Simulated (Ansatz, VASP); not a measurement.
# BN: VASP beside Ansatz

The input INCAR:

```
ALGO = Normal
EDIFF = 1E-7
ENCUT = 520
GGA = PE
ISIF = 2
ISMEAR = 0
LASPH = True
LCHARG = False
LREAL = False
LWAVE = False
NBANDS = 16
NELM = 100
PREC = Accurate
SIGMA = 0.05
```

The input KPOINTS:

```
k-points
0
Gamma
  12 12 4
```

POSCAR

```
BN
1.0
    2.5039917043      0.0000000000      0.0000000000
   -1.2519958522      2.1685204268      0.0000000000
    0.0000000000      0.0000000000      6.6612000000
B N
2 2
Direct
    0.3333333333      0.6666666667      0.2500000000
    0.6666666667      0.3333333333      0.7500000000
    0.3333333333      0.6666666667      0.7500000000
    0.6666666667      0.3333333333      0.2500000000
```

Input for Ansatz:

```yaml
crystal:
  lattice:
    - [2.5039917043, 0.0, 0.0]
    - [-1.2519958522, 2.1685204268, 0.0]
    - [0.0, 0.0, 6.6612]
  atoms:
    - { symbol: B, position: [0.3333333333, 0.6666666667, 0.25] }
    - { symbol: B, position: [0.6666666667, 0.3333333333, 0.75] }
    - { symbol: "N", position: [0.3333333333, 0.6666666667, 0.75] }
    - { symbol: "N", position: [0.6666666667, 0.3333333333, 0.25] }
basis:
  ecutwfc: 420
kpoints:
  mp_grid: { grid: [12, 12, 4] }
hamiltonian:
  xc: pbe
scf:
  occupations: { method: gaussian, width: 0.05 }
output:
  forces: true
  stress: true
  eigenvalues: true
```

Alike in both runs: task single point; functional PBE; k mesh 12 × 12 × 4; occupations gaussian, width 0.05 eV; no spin polarisation.

```csv
,VASP,Ansatz
version,VASP 6.6.1,Ansatz 0.2.0
potentials or method,"VASP PAW PBE potentials, release 64 (B, N)","scalar-relativistic, plane waves, PAW"
plane-wave cutoff (eV),520,420
valence electrons in the cell,16,16
```

Ansatz gave:

* gap on the k mesh at the Fermi level (eV): 4.29
* least direct gap on the mesh (eV): 4.65
* pressure (GPa): 3.3
* largest component of the traceless stress (GPa): 0.48

Task: What did VASP give for the same quantities?

Result: gap on the k mesh at the Fermi level (eV): 4.28; least direct gap on the mesh (eV): 4.64; pressure (GPa): 3.4; largest component of the traceless stress (GPa): 0.69.

The functional is the same, so the differences come from potentials, cutoffs and numerics.

Caveats: this functional lacks dispersion, which binds the layers, so the pressure and a relaxed spacing across them are unreliable. Expect the measured gap to be larger: semilocal functionals such as PBE lack the derivative discontinuity. A k mesh can miss the band edges.
